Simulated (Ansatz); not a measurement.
TePb:

```
Pb Te
1.0
     0.00000    3.23100    3.23100
     3.23100    0.00000    3.23100
     3.23100    3.23100    0.00000
Pb Te
1 1
Cartesian
  0.0000 0.0000 0.0000
  3.2310 3.2310 3.2310
```

| Item | Value |
| --- | --- |
| Program | Ansatz 0.2.0 |
| Task | relaxation of cell and atoms |
| Functional | HF |
| Potentials or basis | Ansatz PAW |
| Cutoff | 420 eV (not typed: the program's choice for these potentials) |
| k mesh | 4 × 4 × 4 |
| Occupations | fermi-dirac, width 0.05 eV |
| Spin | no spin polarisation |

At the start: volume 33.73 Å³/atom.

How do energy, volume and symmetry change on relaxing?

It ends after 5 steps and the volume is 39.25 Å³/atom (+16.4 %); space group Fm-3m (No. 225, to 0.05 Å).

The path:
```csv
step,energy change (eV),largest force (eV/Å),volume (Å³)
1,0.0000,0.0000,67.46
2,-0.2135,0.0000,77.81
3,-0.2139,0.0000,78.34
4,-0.2139,0.0000,78.49
5,-0.2175,0.0000,78.49
```

Final structure:
```
Pb Te
1.0
     0.00000    3.39836    3.39836
     3.39836    0.00000    3.39836
     3.39836    3.39836    0.00000
Pb Te
1 1
Direct
  0.00000 0.00000 0.00000
  0.50000 0.50000 0.50000
```

Caveat: the k mesh is coarse (spacing up to 0.42 Å⁻¹), so the values aren't converged, least of all with exact exchange; the volume moved by over 15 % at a fixed basis, so the end points are rough; the plane-wave basis is chosen anew once the cell has moved, so the energies of steps on either side of that aren't comparable; the volume moved by +16 % from the deposited cell, more than functionals usually miss; the PAW data sets come from PBE, with cores solved anew for the run's functional, which leaves a small shift of forces and pressure.
